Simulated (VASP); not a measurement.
# MoSe2: relaxation of shape and atoms at fixed volume with LDA

The system is MoSe2.

```
CELL_PARAMETERS angstrom
3.27334 0.00000 0.00000
-1.63667 2.83480 0.00000
0.00000 0.00000 12.82314
ATOMIC_POSITIONS crystal
Mo 0.33333 0.66667 0.25000
Mo 0.66667 0.33333 0.75000
Se 0.33333 0.66667 0.61965
Se 0.66667 0.33333 0.11965
Se 0.33333 0.66667 0.88035
Se 0.66667 0.33333 0.38035
```

The cell isn't the ideal one: a relaxed cell with its volume scaled by 1.02.

```
Program                : VASP 6.6.1
Task                   : relaxation of shape and atoms at fixed volume
Functional             : LDA
Potentials or basis    : VASP PAW LDA potentials, release 64 (Mo_sv, Se)
Cutoff                 : 600 eV
k mesh                 : 9 × 9 × 2
Occupations            : gaussian, width 0.03 eV
Spin                   : no spin polarisation
Further INCAR settings : ALGO = Normal; EDIFF = 1e-07; IBRION = 2; EDIFFG = -0.01; NSW = 40; ISIF = 4
```

```
Energy gained by relaxing : 2.4 meV/atom
Ionic steps               : 5
Pressure after relaxing   : -0.7 GPa
Band gap on the k mesh    : 0.90 eV, indirect (least direct gap 1.50 eV)
```

Step by step:
| step | energy change (eV) | largest force (eV/Å) | pressure (GPa) |
| --- | --- | --- | --- |
| 1 | 0.0000 | 0.3024 | -2.69 |
| 2 | -0.0090 | 0.0229 | -1.44 |
| 3 | -0.0090 | 0.0303 | -1.47 |
| 4 | -0.0127 | 0.0158 | -1.15 |
| 5 | -0.0145 | 0.0019 | -0.73 |

Final structure:
```xyz
6
Lattice="3.2601 0.0000 0.0000 -1.6301 2.8234 0.0000 0.0000 0.0000 12.9273" Properties=species:S:1:pos:R:3 pbc="T T T"
Mo    0.0000    1.8822    3.2318
Mo    1.6301    0.9411    9.6955
Se    0.0000    1.8822    8.0366
Se    1.6301    0.9411    1.5729
Se    0.0000    1.8822   11.3544
Se    1.6301    0.9411    4.8907
```

Levels at points of the mesh, in eV from the valence-band top:
```
           k point  band 24  band 25  band 26  band 27  band 28  band 29
(0.00, 0.00, 0.00)    -1.18    -0.82     0.00     2.58     2.58     2.64
(0.00, 0.00, 0.50)    -1.52    -0.19    -0.19     2.60     2.60     2.60
```

Wall time 92 s on 2 MPI ranks on AMD EPYC 9R45 96-Core Processor (Zen 5) (shared host), peak memory 0.25 GiB a rank.

Caveat: an odd mesh through Γ misses points on the zone boundary, where band edges often lie.
